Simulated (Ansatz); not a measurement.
**HgTe (rocksalt type): how the settings move a single-point run**

Question: which choices in the input matter for HgTe (rocksalt type)?

Method: reference: DFT, PBE, all-electron LAPW, scalar-relativistic, in Ansatz 0.2.0.

### 1 The starting structure

The structure is cubic, space group Fm-3m (No. 225). Conventional cell: a = 5.888 Å, b = 5.888 Å, c = 5.888 Å, α = 90.00°, β = 90.00°, γ = 90.00°. Hg (site symmetry m-3m) has 6 Te at 2.94 Å as nearest neighbours. Around Te (site symmetry m-3m) lie 6 Hg at 2.94 Å.

Structure file:

```xyz
2
Lattice="0.0000 2.9441 2.9441 2.9441 0.0000 2.9441 2.9441 2.9441 0.0000" Properties=species:S:1:pos:R:3 pbc="T T T"
Hg    0.0000    0.0000    0.0000
Te    2.9441    2.9441    2.9441
```

### 2 Reference

input.yaml reads:

```yaml
crystal:
  lattice:
    - [0.0, 2.944070505, 2.944070505]
    - [2.944070505, 0.0, 2.944070505]
    - [2.944070505, 2.944070505, 0.0]
  atoms:
    - { symbol: Hg, position: [0.0, 0.0, 0.0] }
    - { symbol: Te, position: [0.5, 0.5, 0.5] }
kpoints:
  mp_grid: { grid: [12, 12, 12] }
  band_path:
    path:
      - [0.0, 0.0, 0.0]
      - [0.5, 0.0, 0.5]
      - [0.625, 0.25, 0.625]
      - [0.375, 0.375, 0.75]
      - [0.0, 0.0, 0.0]
      - [0.5, 0.5, 0.5]
      - [0.5, 0.25, 0.75]
      - [0.5, 0.0, 0.5]
    npoints: 8
scf:
  occupations: { method: fermi_dirac, width: 0.1 }
hamiltonian:
  xc: pbe
  pseudopotentials: { kind: all_electron, lapw: { basis_error: 0.001 } }
output:
  forces: true
  stress: true
  eigenvalues: true
  populations: true
  dos: { projected: true, de: 0.2, e_range: [-14, 8] }
```

Started as:

```console
> ansatz run input.yaml --threads 1 --pin off --max-ram 2048MiB --backend cpu --events-out ev --progress --plain --runs-dir out
```

### 3 Changing settings: mp_grid.grid [4, 4, 4]

Changes to input.yaml since step 2:

```diff
@@ -9,3 +9,3 @@
 kpoints:
-  mp_grid: { grid: [12, 12, 12] }
+  mp_grid: { grid: [4, 4, 4] }
   band_path:
@@ -31,2 +31 @@
   populations: true
-  dos: { projected: true, de: 0.2, e_range: [-14, 8] }
```

**Question.** What will these runs give? Wanted: for each run, ending; energy change; pressure; gap; force.

As calculated:

```csv
run,ending,energy change,pressure (GPa),gap (eV),force (eV/Å),cycles,time
reference,converged,0,8.3,0.00,0.00,8,40 s
"1: mp_grid.grid [4, 4, 4]",converged,+107.8 meV/atom,9.7,0.00,0.00,8,14 s
```

Times don't compare one to one where runs were asked for different outputs or read a saved state (see the inputs); cycles may leave out searches for a lower state.

Residual by cycle in the longest SCF loop of each run; runs are numbered as in the table. The quantity is the density residual dr2, in eV.

```csv
cycle,reference,run 1
1,0.32,0.438
2,0.0609,0.0609
3,0.00525,5.7e-4
4,2.8e-4,2.1e-4
5,1.3e-5,1.2e-5
6,5.0e-7,6.6e-7
7,1.9e-8,3.3e-8
8,1.1e-9,2.1e-9
```

What this shows: Changing the k-point mesh moves the energy by +107.8 meV/atom, and the pressure goes from 8.3 to 9.7 GPa. The energy is not variational in the mesh, so the sign tells nothing. Semilocal functionals close small gaps, so the missing gap need not be the real solid's.
